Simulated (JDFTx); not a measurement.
# InAs: band structure with TASK

**What was measured.**

A printed reference work, data compilation reports, for a bulk crystal of InAs at 4.2 K: band gap 0.418 eV (direct).

The system is InAs.

```
In As
1.0
     0.00000    3.01800    3.01800
     3.01800    0.00000    3.01800
     3.01800    3.01800    0.00000
In As
1 1
Cartesian
  0.0000 0.0000 0.0000
  4.5270 4.5270 4.5270
```

```
Program                                 : JDFTx 1.7.0 (patched build)
Task                                    : band structure
Functional                              : TASK
Potentials or basis                     : SG15-PBE-1.2
Cutoff                                  : 1088 eV
Density cutoff                          : 8708 eV
k mesh                                  : 6 × 6 × 6
Occupations                             : fermi-dirac, width 0.05 eV
Spin                                    : no spin polarisation
Band ratio of the Davidson solver       : 1.3
Bands                                   : 15
Density cutoff over wavefunction cutoff : 8
Max SCF steps                           : 30
SCF threshold on the energy             : 1e-06 Ha
Solver of the electrons                 : minimize
Further solve for the empty bands       : no
Start                                   : density of an earlier self-consistent run, held fixed
Path                                    : G-X-W-K-G-L-U-W-L-K-U-X
```

```json
{"Band gap along the path": "none (metal or under the smearing width)"}
```

Levels at the corners of the path, in eV from the Fermi level:
| point | band 5 | band 6 | band 7 | band 8 | band 9 | band 10 | band 11 | band 12 | band 13 |
| --- | --- | --- | --- | --- | --- | --- | --- | --- | --- |
| Γ | -14.36 | -13.51 | -0.32 | -0.04 | -0.04 | -0.04 | 4.30 | 4.30 | 4.30 |
| X | -14.33 | -10.98 | -6.93 | -2.74 | -2.74 | 2.48 | 2.49 | 10.46 | 10.46 |
| W | -14.35 | -10.91 | -6.82 | -3.29 | -3.24 | 4.42 | 5.60 | 5.87 | 7.48 |
| K | -14.34 | -11.00 | -6.80 | -3.64 | -2.32 | 2.73 | 5.01 | 8.45 | 8.53 |
| Γ | -14.36 | -13.51 | -0.32 | -0.04 | -0.04 | -0.04 | 4.30 | 4.30 | 4.30 |
| L | -14.35 | -11.63 | -6.68 | -1.24 | -1.24 | 1.07 | 5.46 | 5.46 | 8.84 |
| U | -14.34 | -11.00 | -6.80 | -3.64 | -2.32 | 2.73 | 5.01 | 8.45 | 8.53 |
| W | -14.35 | -10.91 | -6.82 | -3.29 | -3.24 | 4.42 | 5.60 | 5.87 | 7.48 |
| L | -14.35 | -11.63 | -6.68 | -1.24 | -1.24 | 1.07 | 5.46 | 5.46 | 8.84 |
| K | -14.34 | -11.00 | -6.80 | -3.64 | -2.32 | 2.73 | 5.01 | 8.45 | 8.53 |
| U | -14.34 | -11.00 | -6.80 | -3.64 | -2.32 | 2.73 | 5.01 | 8.45 | 8.53 |
| X | -14.33 | -10.98 | -6.93 | -2.74 | -2.74 | 2.48 | 2.49 | 10.46 | 10.46 |

Run time: 3.4 min on 1 thread of Arm Neoverse V1, with other jobs on the host, peak memory 0.14 GiB.

Measured gap of InAs: 0.418 eV (direct; 4.2 K; a printed reference work, data compilation). This calculation gives 0.00 eV (-0.42 eV). Spin-orbit coupling on As, In is left out. The value is that of TASK, without temperature or zero-point motion.

Caveat: spin-orbit coupling is left out, which moves the levels of the heavy elements.
